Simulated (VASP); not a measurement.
BN: electric field gradients with PBE+D3(BJ)

Crystal: BN.

```
CELL_PARAMETERS angstrom
2.50643 0.00000 0.00000
-1.25321 2.17063 0.00000
0.00000 0.00000 6.61412
ATOMIC_POSITIONS crystal
B 0.33333 0.66667 0.25000
B 0.66667 0.33333 0.75000
N 0.33333 0.66667 0.75000
N 0.66667 0.33333 0.25000
```

- Program: VASP 6.6.1
- Task: electric field gradients
- Functional: PBE
- Dispersion: D3(BJ)
- Potentials or basis: VASP PAW PBE potentials, release 64 (B, N)
- Cutoff: 520 eV
- k mesh: 12 × 12 × 4
- Occupations: gaussian, width 0.01 eV
- Spin: no spin polarisation
- Dipole correction: no
- Further INCAR settings: ALGO = Normal; EDIFF = 1e-08; NBANDS = 16

```yaml
Pressure: 0.1 GPa
Band_gap_on_the_k_mesh: 4.27 eV, indirect (least direct gap 4.63 eV)
Dispersion_energy_per_atom: -0.142 eV
```

Stress tensor (GPa, compression positive):
```
 0.18  0.00  0.00
 0.00  0.18  0.00
 0.00  0.00 -0.14
```

Levels at points of the mesh, in eV from the valence-band top:
| k point | band 4 | band 5 | band 6 | band 7 | band 8 | band 9 | band 10 | band 11 | band 12 | band 13 |
| --- | --- | --- | --- | --- | --- | --- | --- | --- | --- | --- |
| (0.00, 0.00, 0.00) | -4.05 | -1.33 | -1.33 | -1.29 | -1.29 | 5.29 | 10.35 | 11.52 | 11.52 | 11.65 |
| (0.50, 0.00, 0.00) | -8.82 | -4.14 | -4.07 | -1.45 | -0.42 | 4.27 | 5.66 | 9.51 | 9.92 | 12.73 |
| (0.00, 0.00, 0.50) | -5.26 | -1.31 | -1.31 | -1.31 | -1.31 | 7.67 | 7.67 | 11.59 | 11.59 | 11.59 |
| (0.50, 0.00, 0.50) | -8.86 | -4.10 | -4.10 | -0.91 | -0.91 | 4.73 | 4.73 | 9.89 | 9.89 | 13.60 |

Electric field gradients, principal values (V/Å²):
```
atom      Vxx      Vyy     Vzz
 1 B  -17.521  -17.522  35.043
 2 B  -17.521  -17.522  35.043
 3 N   -0.645   -0.647   1.292
 4 N   -0.645   -0.647   1.292
```

Run time: 54 s on 1 thread of Intel(R) Xeon(R) Platinum 8175M CPU @ 2.50GHz (Skylake/Cascade Lake), on a shared host, peak memory 0.17 GiB.

A k mesh can miss the band edges. Expect the measured gap to be larger: semilocal functionals such as PBE lack the derivative discontinuity.
